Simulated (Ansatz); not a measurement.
## What a trial cell of Zr₂B₃ relaxes into

The calculation used DFT PBE, scalar-relativistic, plane waves, PAW (Ansatz 0.2.0).

The start puts Zr₂B₃ on the sites of a reported La2O3 cell (P321, No. 150), with Zr in place of La, B in place of O, at a guessed volume.

The final relaxation ran on this input, with the default PAW datasets:

```yaml
crystal:
  lattice:
    - [3.2039171406, 0.0, 0.0]
    - [-1.6019585703, 2.7746736354, 0.0]
    - [0.0, 0.0, 7.2478564872]
  atoms:
    - { symbol: Zr, position: [0.3333333333, 0.6666666667, 0.3199245756] }
    - { symbol: Zr, position: [0.6666666667, 0.3333333333, 0.6800754244] }
    - { symbol: B, position: [0.3310899376, 0.3310899376, 0.0] }
    - { symbol: B, position: [0.6689100624, 0.0, 0.0] }
    - { symbol: B, position: [0.0, 0.6689100624, 0.0] }
basis:
  ecutwfc: 420
kpoints:
  mp_grid: { grid: [15, 15, 6] }
hamiltonian:
  xc: pbe
scf:
  occupations: { method: gaussian, width: 0.1 }
output:
  forces: true
  stress: true
  eigenvalues: true
relax:
  adjacent_minimum: "off"
  f_tol: 0.01
  max_steps: 80
  cell: { stress_tol: 0.05 }
```

Launched as:

```bash
ansatz run input.yaml --threads 1 --pin off --max-ram 2560MiB --backend cpu --events-out ev --progress --plain --runs-dir out
```

The program printed at the end:

```
SCF converged after 4 iterations
Free energy (F): -8833.506878 eV
Harris-Foulkes:  -8833.506878 eV  (|F-HF|=0.00e0)
Internal energy: -8833.489353 eV  (E = F + TS)
E sigma→0 (E₀):  -8833.498116 eV
Entropy (-TS):   -0.017525 eV (-3.505 meV/atom)
Fermi energy:    13.669855 eV
--- Per-component energies (eV) ---
  E_band       = -142.585965
  E_kinetic    = 813.636367
  E_local      = -1279.739521  (includes V_loc(G=0)·N_el)
  E_nonlocal   = 194.063952
  E_hartree    = 397.764854
  E_xc         = -420.454763
  E_vxc        = -497.416707  (∫ρ·V_xc dr)
  E_paw        = -6143.644892  (= ΣΔE_a)
  E_vpaw       = -168.659751  (= ΣTr[D̂ρ^β])
  E_aug_tail   = 0.000040  (compensation charges beyond the density's cutoff)
  E_ewald      = -2395.115392
  E_smearing   = -0.017525  (= −TS)
  E_closure    = 0.000000  (closes the sum)
  Σ components = -8833.506878   (vs F -8833.506878, Δ=0.00e0)
--- Forces (eV/Å), atoms counted from 1 ---
  atom   1  Zr     0.00000000     0.00000000     0.00001736
  atom   2  Zr     0.00000000     0.00000000    -0.00001736
  atom   3  B     -0.00132251    -0.00229066     0.00000000
  atom   4  B      0.00264503     0.00000000     0.00000000
  atom   5  B     -0.00132251     0.00229066     0.00000000
  max |Σ_I F_I| component: 4.40e-17 eV/Å
--- Stress (GPa, compression-positive) ---
       -0.009895       0.000000       0.000000
        0.000000      -0.009895       0.000000
        0.000000       0.000000       0.015561
  P = ⅓ Tr σ = -0.0014 GPa (-0.014 kbar)
--- Relaxed structure (6 steps of the walk, 4 accepted, 1 SCFs on fresh bases) ---
  F+E_penalty+E_count = -8833.50687782 eV   max|allowed force component| = 2.645e-3 eV/Å   (the final SCF, on the basis selected at the relaxed cell)
  cell:  # Å, volume = 64.4668 Å³
    - [3.212229, 0.0, 0.0]
    - [-1.606114, 2.781872, 0.000000]
    - [0.0, 0.000000, 7.214277]
  atoms:
    - { symbol: Zr, position: [0.333333, 0.666667, 0.318404] }
    - { symbol: Zr, position: [0.666667, 0.333333, 0.681596] }
    - { symbol: B, position: [0.330226, 0.330226, 0.000000] }
    - { symbol: B, position: [0.669774, 0.000000, 0.000000] }
    - { symbol: B, position: [0.000000, 0.669774, 0.000000] }
```

Total energies depend on the potentials used, so only differences within one code and one set of settings carry meaning.

The result has space group P321 (No. 150). Zr has 3 B at 2.54 Å; B has 6 B at 1.84–1.86 Å.

Against the elements it lies at 0.38 eV/atom. Energies over the elements count from the elements' standard structures at the same level, with no empirical corrections.

For metals, differences of a few meV/atom aren't resolved.

Symmetry constrained the relaxation, so the result can be a saddle point.